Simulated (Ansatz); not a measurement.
**ZnSe: band gap under strain**

Aim: follow the gap of zincblende ZnSe through these states: no strain; -4.0 % equal strain in all directions; -3.0 % equal strain in all directions. The table at the end shows which levels were run.

Code: Ansatz 0.2.0. PAW datasets, plane waves. (Simulation; spin polarisation is off.)

### 1 Starting point

The unstrained cell was relaxed with r2SCAN; in each strained cell the atoms were relaxed again with r2SCAN. Names of k-points are those of the unstrained zone, where strain can split equivalent points. First state: no strain.

Space group F-43m (No. 216), cubic; conventional cell a = 5.665 Å, 22.72 Å³ an atom. Near Zn stand 4 Se at 2.45 Å; near Se stand 4 Zn at 2.45 Å.

Structure file:

```cif
data_structure
_symmetry_space_group_name_H-M 'F-43m'
_symmetry_Int_Tables_number 216
_cell_length_a 5.6648
_cell_length_b 5.6648
_cell_length_c 5.6648
_cell_angle_alpha 90.000
_cell_angle_beta 90.000
_cell_angle_gamma 90.000
_cell_volume 181.79
loop_
_atom_site_label
_atom_site_type_symbol
_atom_site_symmetry_multiplicity
_atom_site_Wyckoff_symbol
_atom_site_fract_x
_atom_site_fract_y
_atom_site_fract_z
_atom_site_occupancy
Zn1 Zn 4 a 0.00000 0.00000 0.00000 1
Se1 Se 4 d 0.25000 0.25000 0.75000 1
```

### 2 No strain: PBE

input.yaml reads:

```yaml
crystal:
  lattice:
    - [0.0, 2.8324206844, 2.8324206844]
    - [2.8324206844, 0.0, 2.8324206844]
    - [2.8324206844, 2.8324206844, 0.0]
  atoms:
    - { symbol: Zn, position: [0.0, 0.0, 0.0] }
    - { symbol: Se, position: [0.25, 0.25, 0.25] }
kpoints:
  mp_grid: { grid: [8, 8, 8] }
  band_path:
    path:
      - [0.0, 0.0, 0.0]
      - [-0.5, -0.5, 0.0]
      - [-0.375, -0.375, 0.25]
      - [-0.375, 0.0, 0.375]
      - [0.0, 0.0, 0.5]
      - [-0.5, -0.25, 0.25]
    npoints: 1
hamiltonian:
  xc: pbe
scf:
  occupations: { method: fermi_dirac, width: 0.02 }
  n_extra_bands: 4
output:
  forces: true
  stress: true
  eigenvalues: true
```

On the command line:

```
$ ansatz run input.yaml --threads 2 --pin off --max-ram 20275MiB --backend cpu --events-out ev --progress --plain --runs-dir out
```

After this run come: No strain: r2SCAN; No strain: HSE06; No strain: r2SCAN+SOC; No strain: r2SCAN; No strain: G0W0@PBE; -4.0 % equal strain in all directions: PBE; -4.0 % equal strain in all directions: r2SCAN; -4.0 % equal strain in all directions: HSE06; -4.0 % equal strain in all directions: r2SCAN+SOC; -4.0 % equal strain in all directions: r2SCAN; -4.0 % equal strain in all directions: G0W0@PBE; -3.0 % equal strain in all directions: PBE; -3.0 % equal strain in all directions: r2SCAN; -3.0 % equal strain in all directions: HSE06; -3.0 % equal strain in all directions: r2SCAN+SOC; -3.0 % equal strain in all directions: r2SCAN; -3.0 % equal strain in all directions: G0W0@PBE.

Q: Predict the outcome of this session.

As calculated:

Least gap in eV (negative: overlap), with the change from the unstrained cell in brackets. G0W0 is on its own coarse mesh.

```
                                state  volume change (%)           PBE        r2SCAN         HSE06          G0W0
                            no strain               +0.0          1.29          1.87          2.42          2.27
-4.0 % equal strain in all directions              -11.5  1.81 (+0.52)  2.42 (+0.55)  2.99 (+0.57)  2.94 (+0.67)
-3.0 % equal strain in all directions               -8.7  1.67 (+0.38)  2.27 (+0.40)  2.84 (+0.42)  2.77 (+0.50)
```

**Reading.** The largest move of the HSE06 gap in the table is +0.568 eV, under -4.0 % equal strain in all directions. PBE and HSE06 differ by 1.13 eV on the unstrained gap, and by at most 0.06 eV on its change: PBE follows the response to strain far better than the gap itself. G0W0 here is at a finite number of bands, screening cutoff and k mesh, not at the basis limit.
